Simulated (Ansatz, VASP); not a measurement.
This is a calculation of Ag for VASP 6.6.1.

INCAR

```
SYSTEM = Ag
ALGO = Normal ; EDIFF = 1E-6
ENCUT = 520 ; GGA = PS
GGA_COMPAT = .False. ; ISIF = 2
ISMEAR = 1 ; IVDW = 13
LASPH = .True. ; LCHARG = .False.
LMAXMIX = 4 ; LORBIT = 11
LORBMOM = .True. ; LREAL = .False.
LSORBIT = .True. ; LWAVE = .False.
MAGMOM = 0 0 0 ; NBANDS = 22
NELM = 150 ; PREC = Accurate
SIGMA = 0.1
```

KPOINTS

```
k-points
0
Gamma
  8 8 8
  0 0 0
```

The input POSCAR:

```
Ag
1.0
    0.0000000000      2.0562785400      2.0562785400
    2.0562785400      0.0000000000      2.0562785400
    2.0562785400      2.0562785400      0.0000000000
Ag
1
Direct
    0.0000000000      0.0000000000      0.0000000000
```

Potentials or basis: VASP PAW PBE potentials, release 64 (Ag).

Run with:

```console
$ cat potpaw_PBE.64/Ag/POTCAR > POTCAR
$ mpirun -np 1 vasp_ncl > vasp.out
```

Translate it to Ansatz 0.2.0. Potentials there: all-electron LAPW, relativistic spinors.

As run (the cutoff follows the program's own potentials):

File input.yaml:

```yaml
crystal:
  lattice:
    - [0.0, 2.05627854, 2.05627854]
    - [2.05627854, 0.0, 2.05627854]
    - [2.05627854, 2.05627854, 0.0]
  atoms:
    - { symbol: Ag, position: [0.0, 0.0, 0.0] }
kpoints:
  mp_grid: { grid: [8, 8, 8] }
scf:
  occupations: { method: methfessel_paxton, width: 0.1 }
hamiltonian:
  xc: pbesol
  dispersion: d4
  pseudopotentials: { kind: all_electron, lapw: { basis_error: 0.001 } }
magnetization:
  noncollinear: true
  spin_orbit: true
output:
  forces: true
  stress: true
  eigenvalues: true
```

Potentials or basis: all-electron LAPW, relativistic spinors.

Run with:

```bash
$ ansatz run input.yaml --threads 1 --pin off --max-ram 3072MiB --backend cpu --events-out ev --progress --plain --runs-dir out
```

Both were run:

|  | VASP | Ansatz | Ansatz less VASP |
| --- | --- | --- | --- |
| gap on the k mesh at the Fermi level (eV) | none | none | - |
| pressure (GPa) | -7.1 | -7.0 | +0.13 |
| net moment per atom (μB) | 0.00 | 0.00 | 0.000 |
| dispersion energy (meV/atom) | -324.9 | -325.0 | -0.12 |

A gap of «none» marks a metal or a gap that the smearing closes. Ansatz ran all-electron here, so the differences hold the error of VASP's frozen core and of both bases.

Caveats: the PAW data sets were made with another functional, which shifts forces and pressure a little (VASP); the k mesh is thin for a metal, which can move the energy by tens of meV per atom (Ansatz); pairwise dispersion overbinds metals, which lowers pressure and volume (Ansatz).
